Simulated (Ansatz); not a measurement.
Method: DFT PBE, scalar-relativistic, plane waves, PAW in Ansatz 0.2.0. Settings: cutoff 420 eV, Γ-centred meshes spaced at most about 0.3 Å⁻¹, and about 0.25 Å⁻¹ or finer for metals (2π included), Gaussian smearing. No spin polarisation.

These are static total energies at zero pressure.

Compare these two cells of Cd₃Hg₂Te₅, each relaxed at this level.

A.

```yaml
crystal:
  lattice:
    - [-2.34658, 2.34658, 16.56626]
    - [2.34658, -2.34658, 16.56626]
    - [2.34658, 2.34658, -16.56626]
  atoms:
    - { symbol: Cd, position: [0.59961, 0.59961, 0.00000] }
    - { symbol: Cd, position: [0.40039, 0.40039, 0.00000] }
    - { symbol: Cd, position: [0.00000, 0.00000, 0.00000] }
    - { symbol: Hg, position: [0.19976, 0.19976, 0.00000] }
    - { symbol: Hg, position: [0.80024, 0.80024, 0.00000] }
    - { symbol: Te, position: [0.14934, 0.64934, 0.50000] }
    - { symbol: Te, position: [0.75000, 0.25000, 0.50000] }
    - { symbol: Te, position: [0.35066, 0.85066, 0.50000] }
    - { symbol: Te, position: [0.95020, 0.45021, 0.50000] }
    - { symbol: Te, position: [0.54980, 0.04979, 0.50000] }
```

B.

```yaml
crystal:
  lattice:
    - [-2.16651, 2.16651, 15.35894]
    - [2.16651, -2.16651, 15.35894]
    - [2.16651, 2.16651, -15.35894]
  atoms:
    - { symbol: Cd, position: [0.70034, 0.70034, 0.00000] }
    - { symbol: Cd, position: [0.29966, 0.29966, 0.00000] }
    - { symbol: Cd, position: [0.50000, 0.50000, 0.00000] }
    - { symbol: Hg, position: [0.90028, 0.90028, 0.00000] }
    - { symbol: Hg, position: [0.09972, 0.09972, 0.00000] }
    - { symbol: Te, position: [0.79899, 0.79899, 0.00000] }
    - { symbol: Te, position: [0.39985, 0.39985, 0.00000] }
    - { symbol: Te, position: [0.00000, 0.00000, 0.00000] }
    - { symbol: Te, position: [0.60015, 0.60015, 0.00000] }
    - { symbol: Te, position: [0.20101, 0.20101, 0.00000] }
```

Question: Which is lower in energy, and by how much?

Answer: A is lower, by 168 meV/atom. A has Cd and Hg ordered on zinc blende sites, space group I-4m2 (No. 119), 36.5 Å³/atom and no gap on its mesh; B has Cd and Hg ordered on rock salt sites, space group I4/mmm (No. 139), 28.8 Å³/atom and no gap. Counting Te atoms around Cd and Hg (those within 1.25 times the shortest such distance or 1.15 times the sum of covalent radii, 1.27 where that leaves under three), A has Cd 4, Hg 4 and B has Cd 6, Hg 6. The lower one is the more open, so pressure narrows the difference. Both come from invented guesses.

Spin–orbit coupling, which can matter for Hg and Te, is left out. Cells relaxed within their symmetry can be saddle points.
